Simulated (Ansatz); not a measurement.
The system is SrO.

```xyz
2
Lattice="0.0000 2.5663 2.5663 2.5663 0.0000 2.5663 2.5663 2.5663 0.0000" Properties=species:S:1:pos:R:3 pbc="T T T"
Sr    2.5663    2.5663    2.5663
O     0.0000    0.0000    0.0000
```

Program: Ansatz 0.2.0. Alike in all runs: potentials or basis Ansatz PAW; cell as given; cutoff (eV) 420.

Order these runs on this cell by their pressure, lowest first.
A. level PBE0; spin off; k mesh 5 × 5 × 5; smearing fermi-dirac 0.05 eV; points for each segment of the path 4; mesh quality coarse
B. level LDA; spin SOC, no magnetisation; k mesh 7 × 7 × 7; smearing gaussian 0.01 eV; mesh quality not flagged
C. level PBEsol; spin off; k mesh 9 × 9 × 9; smearing gaussian 0.1 eV; mesh quality not flagged

B (-3.8 GPa), C (-0.6 GPa), A (1.1 GPa).

Caveats: some runs use coarse meshes; the PAW data sets come from PBE, with cores solved anew for the run's functional, which leaves a small shift of forces and pressure; the thresholds are loose for stress (some runs).

Runs at the PBE level aren't shown here.
